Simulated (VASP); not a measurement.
# Al (Fm-3m) in VASP: notebook

Runs on Al. Level: LDA. Tasks: single point.

Program: VASP 6.6.1. These are calculated values, not measurements. Logs are shortened: lines on timing, memory, paths and dates and some standing lists are left out, and cuts for length are marked.

## 1. The undisturbed crystal

It takes space group Fm-3m (No. 225, cubic). The conventional cell has a = 4.050 Å, b = 4.050 Å, c = 4.050 Å, α = 90.00°, β = 90.00°, γ = 90.00°. Al (site symmetry m-3m) has 12 Al at 2.86 Å as nearest neighbours.

## 2. Single point, LDA (grid = ENCUT=350 dk=0.6 cell=3x3x3 ISMEAR=1 SIGMA=0.1 LREAL=Auto EDIFF=1e-06)

File INCAR:

```
  PREC = Accurate
  ENCUT = 350
  EDIFF = 1E-6
  ISMEAR = 1
  SIGMA = 0.1
  LREAL = Auto
  LASPH = T
  NELM = 120
  ALGO = Fast
  ISIF = 2
  LWAVE = F
  LCHARG = F
  GGA = CA
  NBANDS = 72
```

File KPOINTS:

```
regular mesh
0
Gamma
  2 2 2
```

File POSCAR:

```
Al26Cu
1.0
    0.0000000000      6.0744150000      6.0744150000
    6.0744150000      0.0000000000      6.0744150000
    6.0744150000      6.0744150000      0.0000000000
Cu Al
1 26
Direct
    0.0000000000      0.0000000000      0.0000000000
    0.0000000000      0.0000000000      0.3333333333
    0.0000000000      0.0000000000      0.6666666667
    0.0000000000      0.3333333333      0.0000000000
    0.0000000000      0.3333333333      0.3333333333
    0.0000000000      0.3333333333      0.6666666667
    0.0000000000      0.6666666667      0.0000000000
    0.0000000000      0.6666666667      0.3333333333
    0.0000000000      0.6666666667      0.6666666667
    0.3333333333      0.0000000000      0.0000000000
    0.3333333333      0.0000000000      0.3333333333
    0.3333333333      0.0000000000      0.6666666667
    0.3333333333      0.3333333333      0.0000000000
    0.3333333333      0.3333333333      0.3333333333
    0.3333333333      0.3333333333      0.6666666667
    0.3333333333      0.6666666667      0.0000000000
    0.3333333333      0.6666666667      0.3333333333
    0.3333333333      0.6666666667      0.6666666667
    0.6666666667      0.0000000000      0.0000000000
    0.6666666667      0.0000000000      0.3333333333
    0.6666666667      0.0000000000      0.6666666667
    0.6666666667      0.3333333333      0.0000000000
    0.6666666667      0.3333333333      0.3333333333
    0.6666666667      0.3333333333      0.6666666667
    0.6666666667      0.6666666667      0.0000000000
    0.6666666667      0.6666666667      0.3333333333
    0.6666666667      0.6666666667      0.6666666667
```

Potentials or basis: VASP PAW LDA potentials, release 64 (Cu, Al).

The run is started by

```
> cat potpaw_LDA.64/Cu/POTCAR potpaw_LDA.64/Al/POTCAR > POTCAR
> mpirun -np 1 vasp_std > vasp.out
```

OUTCAR:

```text
PREC = Accurate
   ENCUT = 350
   EDIFF = 1E-6
   ISMEAR = 1
   LREAL = Auto
   LASPH = T
   NELM = 120
   ISIF = 2
   GGA = CA

 Found      3 irreducible k-points:

 Following reciprocal coordinates:
            Coordinates               Weight
  0.000000  0.000000  0.000000      1.000000
  0.500000  0.000000  0.000000      4.000000
  0.500000  0.500000  0.000000      3.000000
   k-points           NKPTS =      3   k-points in BZ     NKDIM =      3   number of bands    NBANDS=     72
   number of dos      NEDOS =    301   number of ions     NIONS =     27
   total plane-waves  NPLWV = 157464
   dimension x,y,z NGX =    54 NGY =   54 NGZ =   54
   dimension x,y,z NGXF=   108 NGYF=  108 NGZF=  108
   ions per type =               1  26
   NGX,Y,Z   is equivalent  to a cutoff of  10.45, 10.45, 10.45 a.u.
   NGXF,Y,Z  is equivalent  to a cutoff of  20.90, 20.90, 20.90 a.u.
 SYSTEM =  unknown system
   PREC   = accura    normal or accurate (medium, high low for compatibility)
   ISTART =      0    job   : 0-new  1-cont  2-samecut
   ICHARG =      2    charge: 1-file 2-atom 10-const
   ISPIN  =      1    spin polarized calculation?
   LNONCOLLINEAR =      F non collinear calculations
   LSORBIT =      F    spin-orbit coupling
   LASPH  =      T    aspherical Exc in radial PAW
   ENCUT  =  350.0 eV  25.72 Ry    5.07 a.u.  13.10 13.10 13.10*2*pi/ulx,y,z
   NELM   =    120;   NELMIN=  2; NELMDL= -5     # of ELM steps
   EDIFF  = 0.1E-05   stopping-criterion for ELM
   LREAL  =      T    real-space projection
   EDIFFG = 0.1E-04   stopping-criterion for IOM
   NSW    =      0    number of steps for IOM
[... 5 lines left out ...]
   TEBEG  =    0.0;   TEEND  =   0.0 temperature during run
   PSTRESS=    0.0 pullay stress
   NELECT =      89.0000    total number of electrons
   NUPDOWN=      -1.0000    fix difference up-down
   EMIN   =  10.00;   EMAX   =-10.00  energy-range for DOS
   EFERMI =   0.00;   METHOD = LEGACY
   ISMEAR =     1;   SIGMA  =   0.10  broadening in eV -4-tet -1-fermi 0-gaus
   EFERMI_NEDOS =   21; number of points for ismear=-14 and -15
   IALGO  =     68    algorithm
   IMIX   =      4    mixing-type and parameters
     AMIX     =   0.40;   BMIX     =  1.00
     AMIX_MAG =   1.60;   BMIX_MAG =  1.00
  volume/ion in A,a.u.               =      16.60       112.04
  Fermi-wavevector in a.u.,A,eV,Ry     =   0.955045  1.804773 12.410016  0.912110
  Thomas-Fermi vector in A             =   2.083847
   LORBIT       =      0    0 simple, 1 ext, 2 COOP (PROOUT), +10 PAW based schemes
   GGA     = CA    functional components
   LHFCALC =     F    Hartree Fock is set to
   AEXX    =    0.0000 exact exchange contribution
   IVDW    =     0    specifies the selected vdW correction
   LEPSILON=     F    determine dielectric tensor
   LRPA    =     F    only Hartree local field effects (RPA)
 non-spin polarized calculation
 RMM-DIIS sequential band-by-band and
 Methfessel and Paxton  Order N= 1 SIGMA  =   0.10
  energy-cutoff  :      350.00
  volume of cell :      448.27
 maximum number of plane-waves:      6710
 NGX is ok and might be reduce to    54
   NGX = 27   NGY = 27   NGZ = 27

 number of electron      88.9999974 magnetization

 Free energy of the ion-electron system (eV)
  ---------------------------------------------------
  ext. energy  EPLUGINS =         0.00000000
  ---------------------------------------------------
  free energy    TOTEN  =      -115.11060082 eV

  energy without entropy =     -115.11224436  energy(sigma->0) =     -115.11114867

 E-fermi :   7.3616     XC(G=0): -10.3554

 val. band max:        7.3112024664   @ k =   0.5000   0.5000   0.0000
 cond. band min:       7.4196840841   @ k =   0.5000   0.5000   0.0000
 fundamental gap:      0.1084816177
 Fermi energy:         7.3616116529

 k-point     1 :       0.0000    0.0000    0.0000
  band No.  band energies     occupation
      1      -3.3648      2.00000
      2      -0.4986      2.00000
      3      -0.4800      2.00000
      4      -0.4800      2.00000
      5      -0.4800      2.00000
      6      -0.3785      2.00000
[... 48 lines left out ...]
     55       8.1467     -0.00000
     56       8.3739     -0.00000

 k-point     2 :       0.5000    0.0000    0.0000
  band No.  band energies     occupation
      1      -2.6806      2.00000
      2      -2.5546      2.00000
      3      -0.7292      2.00000
      4      -0.7224      2.00000
      5      -0.7224      2.00000
      6      -0.6172      2.00000
[... 48 lines left out ...]
     55       9.2906     -0.00000
     56       9.2906     -0.00000

 k-point     3 :       0.5000    0.5000    0.0000
  band No.  band energies     occupation
      1      -2.4261      2.00000
      2      -2.3268      2.00000
      3      -1.4719      2.00000
      4      -1.4049      2.00000
      5      -1.4049      2.00000
      6      -1.1598      2.00000
[... 48 lines left out ...]
     55       9.5553      0.00000
     56       9.7190      0.00000
 [bands above 56 left out]

------------------------ aborting loop because EDIFF is reached ----------------------------------------

  FORCE on cell =-STRESS in cart. coord.  units (eV):
  Direction    XX          YY          ZZ          XY          YZ          ZX
  --------------------------------------------------------------------------------------
  -------------------------------------------------------------------------------------
  Total      -14.1783476    -14.1783476    -14.1783476      0.0000000      0.0000000     -0.0000000
  in kB      -50.6748916    -50.6748916    -50.6748916      0.0000000      0.0000000     -0.0000000
  external PRESSURE =     -50.6748916 kB  Pullay stress =       0.0000000 kB

 VOLUME and BASIS-vectors are now :
 -----------------------------------------------------------------------------
  energy-cutoff  :      350.00
  volume of cell :      448.27
      direct lattice vectors                 reciprocal lattice vectors
     0.000000000  6.074415000  6.074415000    -0.082312453  0.082312453  0.082312453
     6.074415000  0.000000000  6.074415000     0.082312453 -0.082312453  0.082312453
     6.074415000  6.074415000  0.000000000     0.082312453  0.082312453 -0.082312453

 POSITION                                       TOTAL-FORCE (eV/Angst)
 -----------------------------------------------------------------------------------
      0.00000      0.00000      0.00000         0.000000      0.000000     -0.000000
      2.02480      2.02480      0.00000        -0.270812     -0.270812     -0.000000
      4.04961      4.04961      0.00000         0.270812      0.270812     -0.000000
      2.02480      0.00000      2.02480        -0.270812      0.000000     -0.270812
      4.04961      2.02480      2.02480         0.036617     -0.036617     -0.036617
      6.07442      4.04961      2.02480         0.000000      0.270812     -0.270812
[... 19 lines left out ...]
      6.07442      6.07442      8.09922         0.000000      0.000000      0.040980
      8.09922      8.09922      8.09922        -0.036617     -0.036617     -0.036617
 -----------------------------------------------------------------------------------
    total drift:                               -0.000000     -0.000000     -0.000000

  FREE ENERGIE OF THE ION-ELECTRON SYSTEM (eV)
  ---------------------------------------------------
  free  energy   TOTEN  =      -115.1106008174 eV

  energy  without entropy=     -115.1122443649  energy(sigma->0) =     -115.11114867
```

It took 2.1 min on 1 thread of Intel Xeon 6975P-C (Granite Rapids), shared host; peak memory 0.3 GiB.

The run converged, but some of its settings lie outside the range that counts as converged, so its numbers aren't taken as properties of the crystal.

What came out:

- Free energy: -115.1106 eV
- Pressure: -5.1 GPa
- Largest force: 0.383 eV/Å
- Band gap on the k mesh: none (metal or under the smearing width)

Caveat: the k mesh is coarse (spacing up to 0.45 Å⁻¹), so the values aren't converged; the cutoff is under 1.25 times the usual one of these potentials, so pressure, stress and relaxed cells hold a basis-set (Pulay) error.

## 3. Single point, LDA (grid = ENCUT=350 dk=0.45 cell=3x3x3 ISMEAR=1 SIGMA=0.1 LREAL=Auto EDIFF=1e-06)

INCAR is that of step 2.

KPOINTS is that of step 2.

POSCAR is that of step 2.

Potentials or basis: VASP PAW LDA potentials, release 64 (Cu, Al).

The run is started by

```
> cat potpaw_LDA.64/Cu/POTCAR potpaw_LDA.64/Al/POTCAR > POTCAR
> mpirun -np 1 vasp_std > vasp.out
```

It took 1.8 min on 1 thread of Intel Xeon 6975P-C (Granite Rapids), shared host; peak memory 0.3 GiB.

These settings aren't checked as converged: the numbers below hold their error.

What came out:

```yaml
Free_energy: -115.1106 eV
Pressure: -5.1 GPa
Largest_force: 0.383 eV/Å
Band_gap_on_the_k_mesh: none (metal or under the smearing width)
```

Caveat: the k mesh is coarse (spacing up to 0.45 Å⁻¹), so the values aren't converged; the cutoff is under 1.25 times the usual one of these potentials, so pressure, stress and relaxed cells hold a basis-set (Pulay) error.

## 4. Single point, LDA (grid = ENCUT=350 dk=0.35 cell=3x3x3 ISMEAR=1 SIGMA=0.1 LREAL=Auto EDIFF=1e-06)

INCAR is that of step 3.

File KPOINTS:

```
regular mesh
0
Gamma
  3 3 3
```

POSCAR is that of step 3.

The run is started by

```
> cat potpaw_LDA.64/Cu/POTCAR potpaw_LDA.64/Al/POTCAR > POTCAR
> mpirun -np 1 vasp_std > vasp.out
```

It took 2.2 min on 1 thread of Intel Xeon 6975P-C (Granite Rapids), shared host; peak memory 0.3 GiB.

The run converged, but some of its settings lie outside the range that counts as converged, so its numbers aren't taken as properties of the crystal.

What came out:

```yaml
Free_energy: -112.4539 eV
Pressure: -4.7 GPa
Largest_force: 0.320 eV/Å
Band_gap_on_the_k_mesh: none (metal or under the smearing width)
```

Caveat: the cutoff is under 1.25 times the usual one of these potentials, so pressure, stress and relaxed cells hold a basis-set (Pulay) error.

## 5. For comparison

An earlier run on the cell as given: functional PBE; potentials or basis VASP PAW PBE potentials, release 64 (Al); cutoff 520 eV; k mesh 11 × 11 × 11; occupations fermi-dirac, width 0.05 eV; no spin polarisation.

- Pressure: -0.5 GPa
- Band gap on the k mesh: none (metal or under the smearing width)
